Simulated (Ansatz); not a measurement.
A calculation with Ansatz 0.2.0 of Nb (ASE script, structure from a POSCAR):

run.py

```python
import json

import ase.io
import numpy as np

import ansatz as az

atoms = ase.io.read("POSCAR", format="vasp")

calculation = (
    az.Crystal.from_ase(atoms)
    .calculation()
    .kpoints(8, 8, 8)
    .functional("pbe")
    .pseudopotentials(kind="paw")
    .occupations(method="fermi_dirac", width=0.15)
    .relax(force_tolerance=0.01, max_steps=40, cell=True, stress_tolerance=0.05)
    .density()
    .potential()
    .output_files(volumetric_format="npy")
    .electron_localization_function()
    .forces()
    .stress()
)
outcome = calculation.run(threads=2, events_out="events.jsonl")

report = outcome.report
for line in open("events.jsonl"):
    event = json.loads(line)
    if event["event"] == "scf_iter":
        d = event["data"]
        print(f"SCF {d['iter']:3d}  HF = {d['harris_foulkes_ev']:.6f} eV  dr2 = {d['dr2_ev']:.2e} eV")
    elif event["event"] in ("relax_step", "md_step"):
        d = event["data"]
        print(f"{event['event']} {d['step']:3d}  E = {d['lagrangian_ev']:.6f} eV")
np.set_printoptions(precision=5, suppress=True, linewidth=110)
print("converged:", report["converged"], "after", report["n_iterations"], "iterations")
print(f"free energy {report['free_energy_ev']:.6f} eV, Fermi level {report['fermi_energy_ev']:.4f} eV")
for key in ("band_edges_ev", "magnetization_mub", "site_moments_mub", "site_moments_nc_mub", "forces_ev_ang",
                "stress_gpa", "kpoints_frac", "eigenvalues_ev"):
    if report.get(key) is not None:
        print(key, np.array(report[key]), sep="\n")
```

Contents of POSCAR:

```
Nb
1.0
   -0.0260530000      2.1405850000      2.1109060000
    2.0655300000      0.0150300000      2.0698230000
    2.1134930000      2.1474660000     -0.0329340000
Nb
1
Direct
   -0.0079550000      0.0015940000      0.0014200000
```

Potentials or basis: Ansatz PAW.

The run is started by

```console
$ python run.py
```

The cell isn't the ideal one: cell strained at random at fixed volume.

This isn't the form of Nb at room conditions, which is bcc.

Task: Write the same calculation in another form: native input, structure typed inline.

Result: As run:

input.yaml

```yaml
crystal:
  lattice:
    - [-0.026053, 2.140585, 2.110906]
    - [2.06553, 0.01503, 2.069823]
    - [2.113493, 2.147466, -0.032934]
  atoms:
    - { symbol: Nb, position: [-0.007955, 0.001594, 0.00142] }
hamiltonian:
  xc: pbe
  pseudopotentials: { kind: paw }
kpoints:
  mp_grid: { grid: [8, 8, 8] }
scf:
  occupations: { method: fermi_dirac, width: 0.15 }
output:
  forces: true
  stress: true
  write_density: true
  write_potential: true
  elf: true
  volumetric_format: npy
relax:
  f_tol: 0.01
  max_steps: 40
  cell: { stress_tol: 0.05 }
```

Potentials or basis: Ansatz PAW.

The run is started by

```console
$ ansatz run input.yaml --threads 2 --pin off --max-ram 5120MiB --backend cpu --events-out ev --progress --plain --runs-dir out
```

Both were run:

|  | ASE script, structure from a POSCAR | native input, structure typed inline |
| --- | --- | --- |
| Relaxed volume | 18.19 Å³/atom | 18.19 Å³/atom |
| Relaxed cell | a = 3.313 Å, b = 2.869 Å, c = 2.870 Å, α = 70.53°, β = 54.73°, γ = 54.74° | a = 3.313 Å, b = 2.869 Å, c = 2.870 Å, α = 70.53°, β = 54.73°, γ = 54.74° |
| Space group after relaxing (to 0.05 Å) | Im-3m (No. 229) | Im-3m (No. 229) |
| Energy gained by relaxing | 343.2 meV/atom | 343.2 meV/atom |
| Ionic steps | 13 | 13 |
| Pressure after relaxing | 0.0 GPa | 0.0 GPa |
| Band gap on the k mesh | none (metal or under the smearing width) | none (metal or under the smearing width) |

Keys that steer only the numerical path or the files written may differ.

Caveat: the plane-wave basis is chosen anew once the cell has moved, so the energies of steps on either side of that aren't comparable.
